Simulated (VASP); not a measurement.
La:

```
La
1.0
     3.79631    0.00000    0.00000
    -1.89816    3.28770    0.00000
     0.00000    0.00000   12.04126
La
4
Direct
  0.00000 0.00000 0.00000
  0.00000 0.00000 0.50000
  0.33333 0.66667 0.25000
  0.66667 0.33333 0.75000
```

* Program: VASP 6.6.1
* Task: relaxation of cell and atoms
* Functional: PBEsol
* Potentials or basis: VASP PAW PBE potentials, release 64 (La)
* Cutoff: 480 eV
* k mesh: 12 × 12 × 4
* Occupations: gaussian, width 0.1 eV
* Spin: no spin polarisation

At the start: pressure -2.3 GPa; volume 37.57 Å³/atom.

Task: How do energy, volume and symmetry change on relaxing?

Result: Over 8 steps the energy falls by 28.0 meV/atom and the volume is 34.06 Å³/atom (-9.3 %); space group P6_3/mmc (No. 194, to 0.05 Å).

Step by step:
```csv
step,energy change (eV),largest force (eV/Å),pressure (GPa),volume (Å³)
1,0.0000,0.0000,-2.30,150.29
2,-0.1071,0.0000,-0.50,138.87
3,-0.1114,0.0000,-0.06,136.56
4,-0.1115,0.0000,0.03,136.18
5,-0.1118,0.0000,0.02,136.22
6,-0.1118,0.0000,0.01,136.24
7,-0.1118,0.0000,0.01,136.24
8,-0.1119,0.0000,0.01,136.25
```

Final structure:
```yaml
crystal:
  lattice:
    - [3.65740, 0.00000, 0.00000]
    - [-1.82870, 3.16740, 0.00000]
    - [0.00000, 0.00000, 11.76160]
  atoms:
    - { symbol: La, position: [0.00000, 0.00000, 0.00000] }
    - { symbol: La, position: [0.00000, 0.00000, 0.50000] }
    - { symbol: La, position: [0.33333, 0.66667, 0.25000] }
    - { symbol: La, position: [0.66667, 0.33333, 0.75000] }
```

Caveat: the PAW data sets were made with another functional, which shifts forces and pressure a little.
